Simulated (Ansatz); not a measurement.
# KF: the cost of one run

Method: DFT PBE, scalar-relativistic, plane waves, PAW, in Ansatz 0.2.0.

2 further runs of the same task are left out: 2 set aside as unsound or not needed.

### 1 The structure to begin with

The structure is cubic, space group Fm-3m (No. 225). Conventional cell: a = 5.419 Å, b = 5.419 Å, c = 5.419 Å, α = 90.00°, β = 90.00°, γ = 90.00°. Around K (site symmetry m-3m) lie 6 F at 2.71 Å. F (site symmetry m-3m) is surrounded by 6 K at 2.71 Å.

Coordinates:

```cif
data_structure
_symmetry_space_group_name_H-M 'Fm-3m'
_symmetry_Int_Tables_number 225
_cell_length_a 5.4187
_cell_length_b 5.4187
_cell_length_c 5.4187
_cell_angle_alpha 90.000
_cell_angle_beta 90.000
_cell_angle_gamma 90.000
_cell_volume 159.11
loop_
_atom_site_label
_atom_site_type_symbol
_atom_site_symmetry_multiplicity
_atom_site_Wyckoff_symbol
_atom_site_fract_x
_atom_site_fract_y
_atom_site_fract_z
_atom_site_occupancy
K1 K 4 a 0.00000 0.00000 0.00000 1
F1 F 4 b 0.50000 0.00000 0.00000 1
```

It is the result of an earlier relaxation at this level (volume 19.89 Å³/atom; gap on the mesh: 5.97 eV).

### 2 Building the linear chain

A free-standing chain of the crystal's atoms, periodic along c. Atoms and period relax; energies count from the bulk, -1174.4015 eV an atom.

The cell holds 1 K, 1 F: a = 9.000 Å, b = 9.300 Å, c = 4.877 Å, α = 90.00°, β = 90.00°, γ = 90.00°.

### 3 Relaxation

Pressure and volume refer to the whole cell with its vacuum; only the period along c may change.

File input.yaml:

```yaml
crystal:
  lattice:
    - [9.0, 0.0, 0.0]
    - [0.0, 9.3, 0.0]
    - [0.0, 0.0, 4.8768595722]
  atoms:
    - { symbol: K, position: [0.5, 0.5, 0.0], spin: 0.5 }
    - { symbol: F, position: [0.5, 0.5, 0.5], spin: 0.5 }
basis:
  ecutwfc: 420
kpoints:
  mp_grid: { grid: [1, 1, 13] }
hamiltonian:
  xc: pbe
scf:
  occupations: { method: gaussian, width: 0.05 }
output:
  forces: true
  stress: true
  eigenvalues: true
  populations: true
  write_density: true
  write_potential: true
  elf: true
  volumetric_format: npy
magnetization:
  spin_polarized: true
relax:
  adjacent_minimum: "off"
  f_tol: 0.01
  max_steps: 45
  cell: { fix: [a, b, alpha, beta, gamma], stress_tol: 0.03 }
```

The run is started by

```sh
> ansatz run input.yaml --threads 2 --pin off --max-ram 5120MiB --backend cpu --events-out ev --progress --plain --runs-dir out
```

What time and memory should one allow on 2 threads of Intel Xeon Platinum 8375C at 2.90GHz (Ice Lake), shared host?

About 12 s, with a peak of 0.6 GiB.
